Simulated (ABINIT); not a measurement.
Crystal: BeS.

```xyz
2
Lattice="0.0000 2.4250 2.4250 2.4250 0.0000 2.4250 2.4250 2.4250 0.0000" Properties=species:S:1:pos:R:3 pbc="T T T"
S     3.6375    3.6375    3.6375
Be    0.0000    0.0000    0.0000
```

Base run:

```yaml
Program: ABINIT 10.8.3 (patched build)
Functional: PBE
Potentials_or_basis: JTH PAW PBE v2.0
Cutoff: 544 eV
k_mesh: 9 × 9 × 9
Occupations: fermi-dirac, width 0.05 eV
Spin: no spin polarisation
```

Its results: band gap on the k mesh 3.20 eV, indirect (least direct gap 5.65 eV); pressure 1.4 GPa.

Problem. The run is repeated on the same cell with these changes: functional from PBE to r2SCAN; cutoff from 544 eV to 653 eV; fine-grid cutoff from 1088.46 eV to 1251.72 eV. What comes out?

Solution. Band gap on the k mesh 3.67 eV, indirect (least direct gap 6.25 eV); pressure 1.1 GPa.

Caveats: the mesh misses the band edges, which the band path finds closer together; the PAW data sets were made with another functional, which shifts forces and pressure a little (some runs).
